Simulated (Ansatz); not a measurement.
PtS2:

```
CELL_PARAMETERS angstrom
3.54320 0.00000 0.00000
-1.77160 3.06850 0.00000
0.00000 0.00000 5.03880
ATOMIC_POSITIONS crystal
Pt 0.00000 0.00000 0.00000
S 0.66667 0.33333 0.77300
S 0.33333 0.66667 0.22700
```

| Quantity | Value |
| --- | --- |
| Program | Ansatz 0.2.0 |
| Task | relaxation of cell and atoms |
| Functional | PBE |
| Dispersion | D3(BJ) |
| Potentials or basis | Ansatz PAW |
| Cutoff | 420 eV (not typed: the program's choice for these potentials) |
| k mesh | 9 × 9 × 5 |
| Occupations | fermi-dirac, width 0.05 eV |
| Spin | no spin polarisation |

At the start: volume 18.26 Å³/atom.

Where does the relaxation end?

It ends after 7 steps and the volume is 17.27 Å³/atom (-5.4 %); space group P-3m1 (No. 164, to 0.05 Å).

Step by step:
```tsv
step	energy change (eV)	largest force (eV/Å)	volume (Å³)
1	0.0000	1.2895	54.78
2	-0.1208	0.2540	51.81
3	-0.1398	0.0525	52.89
4	-0.1421	0.0113	52.33
5	-0.1429	0.0096	51.71
6	-0.1429	0.0038	51.80
7	-0.1424	0.0040	51.80
```

Final structure:
```
Pt S
1.0
     3.58352    0.00000    0.00000
    -1.79176    3.10342    0.00000
     0.00000    0.00000    4.65812
Pt S
1 2
Direct
  0.00000 0.00000 0.00000
  0.66667 0.33333 0.74095
  0.33333 0.66667 0.25905
```

Caveat: the plane-wave basis is chosen anew once the cell has moved, so the energies of steps on either side of that aren't comparable.
